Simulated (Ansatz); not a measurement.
# Convergence study of SnS, part 1 of 2

Which SCF settings change the result for SnS, and which only the effort? The default run comes first. We look at SnS: its deposited structure (space group Pnma), with 8 atoms per cell. Source: COD entry 8104250, which need not be the ambient phase.

Method: DFT PBE, PAW, plane waves, scalar-relativistic, in Ansatz 0.2.0.

## (1) The structure to begin with

The structure is orthorhombic, space group Pnma (No. 62). Conventional cell: a = 11.820 Å, b = 3.988 Å, c = 4.340 Å, α = 90.00°, β = 90.00°, γ = 90.00°. Sn (site symmetry m) is surrounded by 3 S at 2.69 to 2.77 Å. Around S (site symmetry m) lie 3 Sn at 2.69 to 2.77 Å.

As a file:

```
Sn S
1.0
    11.82000    0.00000    0.00000
     0.00000    3.98800    0.00000
     0.00000    0.00000    4.34000
Sn S
4 4
Direct
  0.11800 0.25000 0.11500
  0.38200 0.75000 0.61500
  0.61800 0.25000 0.38500
  0.88200 0.75000 0.88500
  0.85000 0.25000 0.47800
  0.65000 0.75000 0.97800
  0.35000 0.25000 0.02200
  0.15000 0.75000 0.52200
```

In tables a label like S8 counts atoms in the order of input.yaml; a structure file may count by element.

After the default run come: one k-point (Gamma), no switch to direct minimisation; Fermi–Dirac width 0.01 eV, no switch to direct minimisation; linear mixing, β 0.4, Kerker; Fermi–Dirac smearing, width 0.3 eV; linear mixing, β 0.5, no preconditioner; density-residual threshold 1e-11 eV; tetrahedron occupations; cutoff 120 eV.

The search for lower states is off throughout, and inputs that name a mixer don't switch to direct minimisation unless they say so. Spin polarisation is off.

## (2) Default SCF settings

Input file input.yaml:

```yaml
crystal:
  lattice:
    - [11.82, 0.0, 0.0]
    - [0.0, 3.988, 0.0]
    - [0.0, 0.0, 4.34]
  atoms:
    - { symbol: Sn, position: [0.118, 0.25, 0.115] }
    - { symbol: Sn, position: [0.382, 0.75, 0.615] }
    - { symbol: Sn, position: [0.618, 0.25, 0.385] }
    - { symbol: Sn, position: [0.882, 0.75, 0.885] }
    - { symbol: S, position: [0.85, 0.25, 0.478] }
    - { symbol: S, position: [0.65, 0.75, 0.978] }
    - { symbol: S, position: [0.35, 0.25, 0.022] }
    - { symbol: S, position: [0.15, 0.75, 0.522] }
hamiltonian:
  xc: pbe
  pseudopotentials: { kind: paw }
basis:
  ecutwfc: 420
kpoints:
  mp_grid: { grid: [2, 6, 5] }
scf:
  occupations: { method: fermi_dirac, width: 0.05 }
  lower_state_search: "off"
output:
  forces: true
  stress: true
  write_density: true
  write_potential: true
  elf: true
  volumetric_format: npy
```

Command:

```
ansatz run input.yaml --threads 2 --pin off --max-ram 5120MiB --backend cpu --events-out ev --progress --plain --runs-dir out
```

What it wrote, shortened:

```text
[...]
Pseudopotentials: kind: paw
Pseudopotential: Sn, paw, valence charge 14, recommended cutoff 420 eV (normal), Sn.paw.azcp
Pseudopotential: S, paw, valence charge 6, recommended cutoff 420 eV (normal), S.paw.azcp
Functional definition: PBE
[...]
Crystal: 8 atoms, lattice volume = 204.580 Å³
Basis set: ecut = 420 eV, 3997 PW (Γ), exchange–correlation on 160×54×60 points (8 copies of the dense FFT grid, shifted against one another)
Bands: 48, of which v1, the nominal top of the filled ones, is band 40 counted from 1 (39 counted from 0)
Symmetry: 8 space group operations
Space group: Pnma (ITA 62), of the structure as read, at distance tolerance 5.9e-5 Å
k-points: 24 of 60
[...]
SCF iter   1: F=—  HF=-27708.613623 eV  |F-HF|=—  |Δ(HF+E_count)|=         —  Δρ=1.43e-3  dr2=5.66e-3  ethr=1.77e-3  ⟨swp⟩=6.8  Hψ=4742  notcnv=0
[...]
SCF iter   6: F=-27708.611568 eV  HF=-27708.611568 eV  |F-HF|=1.91e-9  |Δ(HF+E_count)|=   2.61e-7  Δρ=4.10e-6  dr2=3.31e-8  ethr=1.25e-10  ⟨swp⟩=14.0  Hψ=8375  notcnv=0
[...]
SCF converged after 6 iterations
Free energy (F): -27708.611568 eV
[...]
E sigma→0 (E₀):  -27708.611501 eV
Entropy (-TS):   -0.000134 eV (-0.017 meV/atom)
Fermi energy:    7.825000 eV
[...]
--- Forces (eV/Å), atoms counted from 1 ---
  atom   1  Sn     0.38820024     0.00000000     0.10877771
  atom   2  Sn    -0.38820024     0.00000000     0.10877771
  atom   3  Sn     0.38820024     0.00000000    -0.10877771
  atom   4  Sn    -0.38820024     0.00000000    -0.10877771
  atom   5  S     -0.24886783     0.00000000     0.05599407
  atom   6  S      0.24886783     0.00000000     0.05599407
  atom   7  S     -0.24886783     0.00000000    -0.05599407
  atom   8  S      0.24886783     0.00000000    -0.05599407
[...]
--- Stress (GPa, compression-positive) ---
       -3.232859       0.000000       0.000000
        0.000000       0.266751       0.000000
        0.000000       0.000000      -0.169458
  P = ⅓ Tr σ = -1.0452 GPa (-10.452 kbar)
--- Band table (eV; the first three rows and the last of 24) ---
[...]
```

Run time: 12 s. Hardware: 2 threads of Arm Neoverse V1, shared host; peak memory 0.54 GiB.

The reference: 6 iterations with the default settings (MSR1 mixing, preconditioner Resta); with a gap of 0.58 eV on the k-mesh.

Density in a lattice plane of the grid's cell (edges 11.82 and 4.34 Å, at 0.250 of the third edge), which holds Sn and S.

Ten even steps from ' ' (0.03 e/Å³) to '@' (14.64 e/Å³):
```
                                                
                                                
                                                
                            ..--..              
                            ==@@::              
    ..::                    ..::                
    ==@@::                                      
    ..--..                                      
```
Columns run along the first of these edges and rows up along the second, over one cell in 24 and 8 even steps from the bottom left corner. Atoms in the plane (fractional): Sn at (0.12, 0.11), Sn at (0.62, 0.39), S at (0.85, 0.48), S at (0.35, 0.02).

ELF in the same plane.

Values, 6 rows by 12 columns:
```
0.14 0.49 0.29 0.43 0.81 0.70 0.04 0.05 0.04 0.05 0.32 0.13
0.04 0.05 0.04 0.05 0.32 0.13 0.14 0.49 0.29 0.43 0.81 0.70
0.09 0.08 0.08 0.02 0.04 0.04 0.52 0.22 0.29 0.73 0.04 0.86
0.11 0.31 0.23 0.12 0.56 0.27 0.39 0.06 0.17 0.55 0.81 0.87
0.39 0.06 0.17 0.55 0.81 0.87 0.11 0.31 0.23 0.12 0.56 0.27
0.52 0.22 0.29 0.73 0.04 0.86 0.09 0.08 0.08 0.02 0.04 0.04
```
Columns run along the first of these edges and rows up along the second, over one cell in 12 and 6 even steps from the bottom left corner. Atoms in the plane (fractional): Sn at (0.12, 0.11), Sn at (0.62, 0.39), S at (0.85, 0.48), S at (0.35, 0.02).

Both are smooth fields of the valence electrons: close to the nuclei they are not physical.

Maxima of ELF outside the ion cores: 0.90 beside S, off the lines to its neighbours, 0.8 Å from S; 0.88 in the shell around S, 0.8 Å from S; 0.58 beside Sn, off the lines to its neighbours, 1.3 Å from Sn.

## (3) One k-point (Gamma), no switch to direct minimisation

Edit input.yaml of step 2 so:

```diff
@@ -20,3 +20,3 @@
 kpoints:
-  mp_grid: { grid: [2, 6, 5] }
+  mp_grid: { grid: [1, 1, 1] }
 scf:
@@ -24,2 +24,5 @@
   lower_state_search: "off"
+  algorithm: density_mixing
+  max_iter: 50
+  mixing: {}
 output:
@@ -27,5 +30 @@
   stress: true
-  write_density: true
-  write_potential: true
-  elf: true
-  volumetric_format: npy
```

Command:

```
ansatz run input.yaml --threads 2 --pin off --max-ram 5120MiB --backend cpu --events-out ev --progress --plain --runs-dir out
```

What it wrote, shortened:

```text
[... 14 lines as in an earlier run ...]
k-points: 1
[... 8 lines as in an earlier run ...]
SCF iter   1: F=—  HF=-27704.415078 eV  |F-HF|=—  |Δ(HF+E_count)|=         —  Δρ=2.17e-2  dr2=1.83e0  ethr=1.77e-3  ⟨swp⟩=7.0  Hψ=203  notcnv=0
[...]
SCF iter   8: F=-27704.042333 eV  HF=-27704.042333 eV  |F-HF|=2.07e-8  |Δ(HF+E_count)|=   6.55e-7  Δρ=2.30e-6  dr2=1.01e-8  ethr=1.25e-10  ⟨swp⟩=5.0  Hψ=169  notcnv=0
[...]
SCF converged after 8 iterations
Free energy (F): -27704.042333 eV
[...]
E sigma→0 (E₀):  -27704.040850 eV
Entropy (-TS):   -0.002965 eV (-0.371 meV/atom)
Fermi energy:    7.792215 eV
[...]
--- Forces (eV/Å), atoms counted from 1 ---
  atom   1  Sn     1.53737781     0.00000000    -0.80044841
  atom   2  Sn    -1.53737781     0.00000000    -0.80044841
  atom   3  Sn     1.53737781     0.00000000     0.80044841
  atom   4  Sn    -1.53737781     0.00000000     0.80044841
  atom   5  S      2.21494530     0.00000000    -1.32437725
  atom   6  S     -2.21494530    -0.00000000    -1.32437725
  atom   7  S      2.21494530     0.00000000     1.32437725
  atom   8  S     -2.21494530     0.00000000     1.32437725
[...]
--- Stress (GPa, compression-positive) ---
        4.041562       0.000000       0.000000
        0.000000       8.091277       0.000000
        0.000000       0.000000      10.705205
  P = ⅓ Tr σ = 7.6127 GPa (76.127 kbar)
```

It took 1.1 s on 2 threads of Arm Neoverse V1, shared host; peak memory 0.32 GiB.

8 iterations against 6; free energy shifted by +571 meV/atom, forces change by up to 2.824 eV/Å, pressure 7.6 GPa against -1.0.

This setting is poor on purpose, so its numbers aren't to be taken as properties of the material.

## (4) Fermi–Dirac width 0.01 eV, no switch to direct minimisation

Edit input.yaml of step 3 so:

```diff
@@ -20,5 +20,5 @@
 kpoints:
-  mp_grid: { grid: [1, 1, 1] }
+  mp_grid: { grid: [2, 6, 5] }
 scf:
-  occupations: { method: fermi_dirac, width: 0.05 }
+  occupations: { method: fermi_dirac, width: 0.01 }
   lower_state_search: "off"
```

Command:

```
ansatz run input.yaml --threads 2 --pin off --max-ram 5120MiB --backend cpu --events-out ev --progress --plain --runs-dir out
```

What it wrote, shortened:

```text
[... 23 lines as in an earlier run ...]
SCF iter   1: F=—  HF=-27708.613690 eV  |F-HF|=—  |Δ(HF+E_count)|=         —  Δρ=1.42e-3  dr2=5.50e-3  ethr=1.77e-3  ⟨swp⟩=7.1  Hψ=4765  notcnv=0
[...]
SCF iter   6: F=-27708.611550 eV  HF=-27708.611550 eV  |F-HF|=3.66e-9  |Δ(HF+E_count)|=   2.56e-7  Δρ=4.27e-6  dr2=3.54e-8  ethr=1.25e-10  ⟨swp⟩=5.0  Hψ=3933  notcnv=0
[...]
SCF converged after 6 iterations
Free energy (F): -27708.611550 eV
[...]
E sigma→0 (E₀):  -27708.611550 eV
Fermi energy:    7.807017 eV
[...]
--- Forces (eV/Å), atoms counted from 1 ---
  atom   1  Sn     0.38825875     0.00000000     0.10887113
  atom   2  Sn    -0.38825875     0.00000000     0.10887113
  atom   3  Sn     0.38825875     0.00000000    -0.10887113
  atom   4  Sn    -0.38825875     0.00000000    -0.10887113
  atom   5  S     -0.24885349     0.00000000     0.05604701
  atom   6  S      0.24885349     0.00000000     0.05604701
  atom   7  S     -0.24885349     0.00000000    -0.05604701
  atom   8  S      0.24885349     0.00000000    -0.05604701
[...]
--- Stress (GPa, compression-positive) ---
       -3.233537       0.000000       0.000000
        0.000000       0.268205       0.000000
        0.000000       0.000000      -0.168806
  P = ⅓ Tr σ = -1.0447 GPa (-10.447 kbar)
```

Wall time 8.5 s (2 threads of Arm Neoverse V1, shared host); peak memory 0.54 GiB.

The count stays at 6. Against the default run: free energy unchanged, zero-width estimate unchanged.

## (5) Linear mixing, β 0.4, Kerker

Edit input.yaml of step 4 so:

```diff
@@ -22,3 +22,3 @@
 scf:
-  occupations: { method: fermi_dirac, width: 0.01 }
+  occupations: { method: fermi_dirac, width: 0.05 }
   lower_state_search: "off"
@@ -26,3 +26,3 @@
   max_iter: 50
-  mixing: {}
+  mixing: { algorithm: anderson, ndim: 1, beta: 0.4, preconditioner: kerker }
 output:
```

Command:

```
ansatz run input.yaml --threads 2 --pin off --max-ram 5120MiB --backend cpu --events-out ev --progress --plain --runs-dir out
```

What it wrote, shortened:

```text
[... 23 lines as in an earlier run ...]
SCF iter   1: F=—  HF=-27708.613623 eV  |F-HF|=—  |Δ(HF+E_count)|=         —  Δρ=1.43e-3  dr2=5.66e-3  ethr=1.77e-3  ⟨swp⟩=6.8  Hψ=4742  notcnv=0
[...]
SCF iter  21: F=-27708.611568 eV  HF=-27708.611568 eV  |F-HF|=9.50e-9  |Δ(HF+E_count)|=   1.19e-8  Δρ=4.31e-6  dr2=8.09e-8  ethr=1.25e-10  ⟨swp⟩=4.0  Hψ=3141  notcnv=0
[...]
SCF converged after 21 iterations
Stability not checked: this state was not tested for a lower state beside it, because the mixer in use, unlike msr1, does not test its closes by its own steps (another_mixer; see scf.mixing.algorithm and scf.lower_state_search)
Free energy (F): -27708.611568 eV
[...]
E sigma→0 (E₀):  -27708.611501 eV
Entropy (-TS):   -0.000134 eV (-0.017 meV/atom)
Fermi energy:    7.824977 eV
[... 30 lines left out: energy terms, forces, stress ...]
```

Wall time 14 s (2 threads of Arm Neoverse V1, shared host); peak memory 0.51 GiB.

21 iterations against 6; the same free energy.

## (6) Fermi–Dirac smearing, width 0.3 eV

Edit input.yaml of step 5 so:

```diff
@@ -22,7 +22,5 @@
 scf:
-  occupations: { method: fermi_dirac, width: 0.05 }
+  occupations: { method: fermi_dirac, width: 0.3 }
   lower_state_search: "off"
-  algorithm: density_mixing
   max_iter: 50
-  mixing: { algorithm: anderson, ndim: 1, beta: 0.4, preconditioner: kerker }
 output:
```

Command:

```
ansatz run input.yaml --threads 2 --pin off --max-ram 5120MiB --backend cpu --events-out ev --progress --plain --runs-dir out
```

What it wrote, shortened:

```text
band count auto-derived: 53 (N_el = 80.0; filled up to band 40; 48 by the electrons, moments and atoms)
[... 11 lines as in an earlier run ...]
Bands: 53, of which v1, the nominal top of the filled ones, is band 40 counted from 1 (39 counted from 0)
[... 11 lines as in an earlier run ...]
SCF iter   1: F=—  HF=-27708.714264 eV  |F-HF|=—  |Δ(HF+E_count)|=         —  Δρ=1.94e-3  dr2=1.38e-2  ethr=1.77e-3  ⟨swp⟩=8.4  Hψ=5404  notcnv=0
[...]
SCF iter   7: F=-27708.711108 eV  HF=-27708.711108 eV  |F-HF|=8.58e-9  |Δ(HF+E_count)|=   5.93e-8  Δρ=3.07e-6  dr2=3.01e-8  ethr=1.25e-10  ⟨swp⟩=4.4  Hψ=3831  notcnv=0
[...]
SCF converged after 7 iterations
Free energy (F): -27708.711108 eV
[...]
E sigma→0 (E₀):  -27708.531991 eV
Entropy (-TS):   -0.358235 eV (-44.779 meV/atom)
Fermi energy:    7.909934 eV
[...]
--- Forces (eV/Å), atoms counted from 1 ---
  atom   1  Sn     0.34488073     0.00000000     0.07139459
  atom   2  Sn    -0.34488073     0.00000000     0.07139459
  atom   3  Sn     0.34488073     0.00000000    -0.07139459
  atom   4  Sn    -0.34488073     0.00000000    -0.07139459
  atom   5  S     -0.21373462     0.00000000     0.02571959
  atom   6  S      0.21373462     0.00000000     0.02571959
  atom   7  S     -0.21373462     0.00000000    -0.02571959
  atom   8  S      0.21373462     0.00000000    -0.02571959
[...]
--- Stress (GPa, compression-positive) ---
       -2.829811       0.000000       0.000000
        0.000000      -0.154695       0.000000
        0.000000       0.000000      -0.337764
  P = ⅓ Tr σ = -1.1074 GPa (-11.074 kbar)
```

Wall time 9.9 s (2 threads of Arm Neoverse V1, shared host); peak memory 0.55 GiB.

7 iterations against 6; free energy shifted by -12.4 meV/atom, zero-width estimate shifted by +9.9 meV/atom, forces change by up to 0.057 eV/Å, pressure -1.1 GPa against -1.0.

(Continued in part 2 of 2.)
